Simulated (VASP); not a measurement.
# PbSe (Clausthalite) (Fm-3m) in VASP: further runs

PbSe (Clausthalite) is run at these levels: PBE, RPBE, revPBE+D3(BJ); tasks: single point.

All numbers are computed with VASP 6.6.1; they aren't measurements. Logs are shortened: lines on timing, memory, paths and dates and some standing lists are left out, and cuts for length are marked.

**Experimental background.**

A printed reference work, monograph reports, for a bulk crystal of PbSe at 300 K: band gap 0.28 eV (direct).

The results are compared with them further down.

### Step 1. The cell of the first run

It takes space group Fm-3m (No. 225, cubic). The conventional cell has a = 6.121 Å, b = 6.121 Å, c = 6.121 Å, α = 90.00°, β = 90.00°, γ = 90.00°. Within 4.0 Å of Pb (site symmetry m-3m) lie 6 Se at 3.06 Å. Se (site symmetry m-3m) has 6 Pb at 3.06 Å within 4.0 Å.

### Step 2. Single point, PBE

INCAR

```
ALGO = Normal
EDIFF = 1E-7
ENCUT = 520
GGA = PE
ISIF = 2
ISMEAR = 1
LASPH = True
LCHARG = False
LREAL = False
LWAVE = False
NBANDS = 17
NELM = 80
PREC = Accurate
SIGMA = 0.1
```

KPOINTS

```
k-points
0
Gamma
  8 8 8
```

POSCAR

```
PbSe
1.0
    0.0000000000      3.0606500000      3.0606500000
    3.0606500000      0.0000000000      3.0606500000
    3.0606500000      3.0606500000      0.0000000000
Pb Se
1 1
Direct
    0.0000000000      0.0000000000      0.0000000000
    0.5000000000      0.5000000000      0.5000000000
```

Potentials or basis: VASP PAW PBE potentials, release 64 (Pb_d, Se).

The run is started by

```console
cat potpaw_PBE.64/Pb_d/POTCAR potpaw_PBE.64/Se/POTCAR > POTCAR
mpirun -np 1 vasp_std > vasp.out
```

OUTCAR:

```text
EDIFF = 1E-7
   ENCUT = 520
   GGA = PE
   ISIF = 2
   ISMEAR = 1
   LASPH = True
   LREAL = False
   NELM = 80
   PREC = Accurate

 ion  position               nearest neighbor table
   1  0.000  0.000  0.000-   2 3.06   2 3.06   2 3.06   2 3.06   2 3.06   2 3.06
   2  0.500  0.500  0.500-   1 3.06   1 3.06   1 3.06   1 3.06   1 3.06   1 3.06

  LATTYP: Found a face centered cubic cell.
 ALAT       =     6.1213000000

  Lattice vectors:

 A1 = (   0.0000000000,   3.0606500000,   3.0606500000)
 A2 = (   3.0606500000,   0.0000000000,   3.0606500000)
 A3 = (   3.0606500000,   3.0606500000,   0.0000000000)

Analysis of symmetry for initial positions (statically):
=====================================================================
 Subroutine PRICEL returns:
 Original cell was already a primitive cell.

 Routine SETGRP: Setting up the symmetry group for a
 face centered cubic supercell.

 Subroutine GETGRP returns: Found 48 space group operations
 (whereof 48 operations were pure point group operations)
 out of a pool of 48 trial point group operations.

The static configuration has the point symmetry O_h .

Analysis of symmetry for dynamics (positions and initial velocities):
=====================================================================
 Subroutine PRICEL returns:
 Original cell was already a primitive cell.

 Routine SETGRP: Setting up the symmetry group for a
 face centered cubic supercell.

 Subroutine GETGRP returns: Found 48 space group operations
 (whereof 48 operations were pure point group operations)
 out of a pool of 48 trial point group operations.

The dynamic configuration has the point symmetry O_h .

 Subroutine INISYM returns: Found 48 space group operations
 (whereof 48 operations are pure point group operations),
 and found     1 'primitive' translations

----------------------------------------------------------------------------------------

                                     Primitive cell

  volume of cell :      57.3418

  direct lattice vectors                    reciprocal lattice vectors
     0.000000000  3.060650000  3.060650000    -0.163363991  0.163363991  0.163363991
     3.060650000  0.000000000  3.060650000     0.163363991 -0.163363991  0.163363991
     3.060650000  3.060650000  0.000000000     0.163363991  0.163363991 -0.163363991

  length of vectors
     4.328412740  4.328412740  4.328412740     0.282954733  0.282954733  0.282954733

  position of ions in fractional coordinates (direct lattice)
[... 78 lines left out ...]
   NELM   =     80;   NELMIN=  2; NELMDL= -5     # of ELM steps
   EDIFF  = 0.1E-06   stopping-criterion for ELM
   LREAL  =      F    real-space projection
   EDIFFG = 0.1E-05   stopping-criterion for IOM
   NSW    =      0    number of steps for IOM
   IBRION =     -1    ionic relax: 0-MD 1-quasi-New 2-CG
   NFREE  =      0    steps in history (QN), initial steepest desc. (CG)
   ISIF   =      2    stress and relaxation
   ISYM   =      2    0-nonsym 1-usesym 2-fastsym
   POTIM  = 0.5000    time-step for ionic-motion
   TEBEG  =    0.0;   TEEND  =   0.0 temperature during run
   PSTRESS=    0.0 pullay stress
   NELECT =      20.0000    total number of electrons
   NUPDOWN=      -1.0000    fix difference up-down
   EMIN   =  10.00;   EMAX   =-10.00  energy-range for DOS
   EFERMI =   0.00;   METHOD = LEGACY
   ISMEAR =     1;   SIGMA  =   0.10  broadening in eV -4-tet -1-fermi 0-gaus
   EFERMI_NEDOS =   21; number of points for ismear=-14 and -15
   IALGO  =     38    algorithm
   IMIX   =      4    mixing-type and parameters
     AMIX     =   0.40;   BMIX     =  1.00
     AMIX_MAG =   1.60;   BMIX_MAG =  1.00
  volume/ion in A,a.u.               =      28.67       193.48
  Fermi-wavevector in a.u.,A,eV,Ry     =   1.152377  2.177676 18.068159  1.327972
  Thomas-Fermi vector in A             =   2.289028
   LORBIT       =      0    0 simple, 1 ext, 2 COOP (PROOUT), +10 PAW based schemes
   GGA     = PE    functional components
   LHFCALC =     F    Hartree Fock is set to
   AEXX    =    0.0000 exact exchange contribution
   IVDW    =     0    specifies the selected vdW correction
   LEPSILON=     F    determine dielectric tensor
   LRPA    =     F    only Hartree local field effects (RPA)
 non-spin polarized calculation
 Methfessel and Paxton  Order N= 1 SIGMA  =   0.10
  energy-cutoff  :      520.00
  volume of cell :       57.34
 maximum number of plane-waves:      1572
   NGX = 17   NGY = 17   NGZ = 17

 number of electron      20.0000000 magnetization

 Free energy of the ion-electron system (eV)
  ---------------------------------------------------
  ext. energy  EPLUGINS =         0.00000000
  ---------------------------------------------------
  free energy    TOTEN  =        -8.17828658 eV

  energy without entropy =       -8.17836672  energy(sigma->0) =       -8.17831330

 E-fermi :   5.1574     XC(G=0):  -9.5302

 val. band max:        5.0698122424   @ k =   0.5000   0.0000   0.0000
 cond. band min:       5.3611726909   @ k =   0.5000   0.0000   0.0000
 fundamental gap:      0.2913604485
 Fermi energy:         5.1574412029

 k-point     1 :       0.0000    0.0000    0.0000
  band No.  band energies     occupation
      1     -11.7677      2.00000
      2     -11.7677      2.00000
      3     -11.7677      2.00000
      4     -11.7637      2.00000
      5     -11.7637      2.00000
      6      -8.5250      2.00000
[... 457 lines left out ...]
      4     -11.7471      2.00000
      5     -11.7321      2.00000
      6      -7.2656      2.00000
[... 9 lines left out ...]
     16      15.9115      0.00000
     17      15.9961      0.00000

 [... further k-points ...]

------------------------ aborting loop because EDIFF is reached ----------------------------------------

  FORCE on cell =-STRESS in cart. coord.  units (eV):
  Direction    XX          YY          ZZ          XY          YZ          ZX
  --------------------------------------------------------------------------------------
  -------------------------------------------------------------------------------------
  Total        0.8627345      0.8627345      0.8627345      0.0000000      0.0000000     -0.0000000
  in kB       24.1055345     24.1055345     24.1055345      0.0000000      0.0000000     -0.0000000
  external PRESSURE =      24.1055345 kB  Pullay stress =       0.0000000 kB

 VOLUME and BASIS-vectors are now :
 -----------------------------------------------------------------------------
  energy-cutoff  :      520.00
  volume of cell :       57.34
      direct lattice vectors                 reciprocal lattice vectors
     0.000000000  3.060650000  3.060650000    -0.163363991  0.163363991  0.163363991
     3.060650000  0.000000000  3.060650000     0.163363991 -0.163363991  0.163363991
     3.060650000  3.060650000  0.000000000     0.163363991  0.163363991 -0.163363991

 POSITION                                       TOTAL-FORCE (eV/Angst)
 -----------------------------------------------------------------------------------
      0.00000      0.00000      0.00000         0.000000     -0.000000      0.000000
      3.06065      3.06065      3.06065        -0.000000      0.000000     -0.000000
 -----------------------------------------------------------------------------------
    total drift:                                0.000000     -0.000000     -0.000000

  FREE ENERGIE OF THE ION-ELECTRON SYSTEM (eV)
  ---------------------------------------------------
  free  energy   TOTEN  =        -8.1782865829 eV

  energy  without entropy=       -8.1783667195  energy(sigma->0) =       -8.17831330
```

stdout:

```text
POSCAR found type information on POSCAR PbSe
 POSCAR found :  2 types and       2 ions
 scaLAPACK will be used
 LDA part: xc-table for (Slater+PW92), standard interpolation
 POSCAR, INCAR and KPOINTS ok, starting setup
 FFT: planning ... GRIDC
 FFT: planning ... GRID_SOFT
 FFT: planning ... GRID
 WAVECAR not read
 entering main loop
```

Run time: 13 s. Hardware: 1 thread of AMD EPYC 9R45 (Zen 5), shared host; peak memory 0.16 GiB.

What came out:

```yaml
Free_energy: -8.1783 eV
Pressure: 2.4 GPa
Band_gap_on_the_k_mesh: 0.29 eV, direct
```

Caveat: spin-orbit coupling is left out, which moves the levels of the heavy elements.

### Step 3. Single point, RPBE

This run uses another cell than the first one, of 29.24 Å³/atom, 1.020 times its volume.

INCAR

```
PREC = Accurate
ENCUT = 520
EDIFF = 1E-7
ISMEAR = -1
SIGMA = 0.05
LREAL = False
LASPH = True
NELM = 80
ALGO = Normal
ISIF = 2
LWAVE = False
LCHARG = False
GGA = RP
NBANDS = 17
```

KPOINTS

```
Automatic mesh
0
Gamma
  8 8 8
```

POSCAR

```
PbSe
1.0
    0.0000000000      3.0809197960      3.0809197960
    3.0809197960      0.0000000000      3.0809197960
    3.0809197960      3.0809197960      0.0000000000
Pb Se
1 1
Direct
    0.0000000000      0.0000000000      0.0000000000
    0.5000000000      0.5000000000      0.5000000000
```

Potentials or basis: VASP PAW PBE potentials, release 64 (Pb_d, Se).

The run is started by

```console
cat potpaw_PBE.64/Pb_d/POTCAR potpaw_PBE.64/Se/POTCAR > POTCAR
mpirun -np 1 vasp_std > vasp.out
```

It took 15 s on 1 thread of AMD EPYC 9R45 (Zen 5), shared host; peak memory 0.16 GiB.

The run converged. Its results:

| Property | Result |
| --- | --- |
| Free energy | -7.4898 eV |
| Pressure | 3.1 GPa |
| Band gap on the k mesh | 0.44 eV, direct |

Levels at points of the mesh, in eV from the valence-band top:
| k point | band 8 | band 9 | band 10 | band 11 | band 12 | band 13 |
| --- | --- | --- | --- | --- | --- | --- |
| (0.00, 0.00, 0.00) | -1.79 | -1.79 | -1.79 | 4.73 | 4.73 | 4.73 |
| (0.50, 0.00, 0.00) | -1.40 | -1.40 | 0.00 | 0.44 | 1.80 | 1.80 |
| (0.50, 0.50, 0.00) | -4.78 | -3.09 | -3.09 | 3.88 | 5.59 | 5.59 |

Caveat: the PAW data sets were made with another functional, which shifts forces and pressure a little; spin-orbit coupling is left out, which moves the levels of the heavy elements. A k mesh can miss the band edges.

### Step 4. Single point, revPBE+D3(BJ)

This run uses another cell than the first one, of 29.24 Å³/atom, 1.020 times its volume.

INCAR

```
PREC     = Accurate       # precision mode
ENCUT    = 520            # plane-wave cutoff, eV
EDIFF    = 1E-6           # SCF threshold, eV
ISMEAR   = -1             # smearing method
SIGMA    = 0.05           # smearing width, eV
LREAL    = F              # projectors in reciprocal space
LASPH    = T              # aspherical terms in the spheres
NELM     = 100            # most SCF steps
ALGO     = Normal         # electronic algorithm
ISIF     = 2              # what is computed and relaxed
LWAVE    = F              # write WAVECAR
LCHARG   = T              # write CHGCAR
GGA      = RE             # functional
IVDW     = 12             # dispersion correction
LELF     = T              # ELF
LVHAR    = T            
NBANDS   = 17             # bands
```

KPOINTS

```
regular mesh
0
Gamma
  8 8 8
```

POSCAR is that of step 3.

The run is started by

```console
cat potpaw_PBE.64/Pb_d/POTCAR potpaw_PBE.64/Se/POTCAR > POTCAR
mpirun -np 1 vasp_std > vasp.out
```

Wall time 13 s (1 thread of AMD EPYC 9R45 (Zen 5), shared host); peak memory 0.17 GiB.

Results (log left out):

| Quantity | Value |
| --- | --- |
| Free energy | -8.9235 eV |
| Pressure | -1.2 GPa |
| Band gap on the k mesh | 0.42 eV, direct |
| Dispersion energy per atom | -0.671 eV |

Levels at points of the mesh, in eV from the valence-band top:
```
           k point  band 8  band 9  band 10  band 11  band 12  band 13
(0.00, 0.00, 0.00)   -1.78   -1.78    -1.78     4.72     4.72     4.72
(0.50, 0.00, 0.00)   -1.39   -1.39     0.00     0.42     1.78     1.78
(0.50, 0.50, 0.00)   -4.79   -3.09    -3.09     3.85     5.58     5.58
```

Caveat: the PAW data sets were made with another functional, which shifts forces and pressure a little; spin-orbit coupling is left out, which moves the levels of the heavy elements.

### Step 5. Overview

```csv
level,cell,smearing,gap on the mesh (eV),pressure (GPa)
PBE,"a = 4.328 Å, angles 60.0°, 2 atoms",methfessel-paxton 0.1 eV,0.29,2.4
RPBE,"a = 4.357 Å, angles 60.0°, 2 atoms",fermi-dirac 0.05 eV,0.44,3.1
revPBE+D3(BJ),"a = 4.357 Å, angles 60.0°, 2 atoms",fermi-dirac 0.05 eV,0.42,-1.2
```

Alike in all rows: task single point; potentials or basis VASP PAW PBE potentials, release 64 (Pb_d, Se); no spin polarisation; k mesh 8 × 8 × 8; cutoff (eV) 520.

Caveats: spin-orbit coupling is left out, which moves the levels of the heavy elements; the PAW data sets were made with another functional, which shifts forces and pressure a little (some runs).

Total energies depend on the potentials used, so only differences within one code and one set of settings carry meaning.

### Step 6. Against experiment

Step 2. A measured gap of PbSe is 0.28 eV (direct; 300 K; a printed reference work, monograph); the calculated 0.29 eV misses it by +0.01 eV. 2 values of this kind are on record (0.15 to 0.28 eV); this one was drawn at random. Spin-orbit coupling on Pb, Se is left out. The value is that of PBE on a finite k mesh, which can miss the band edges, without temperature or zero-point motion.

Step 4. A measured gap of PbSe is 0.28 eV (direct; 300 K; a printed reference work, monograph); the calculated 0.42 eV misses it by +0.14 eV. 2 values of this kind are on record (0.15 to 0.28 eV); this one was drawn at random. Spin-orbit coupling on Pb, Se is left out. The value is that of revPBE+D3(BJ) on a finite k mesh, which can miss the band edges, without temperature or zero-point motion.
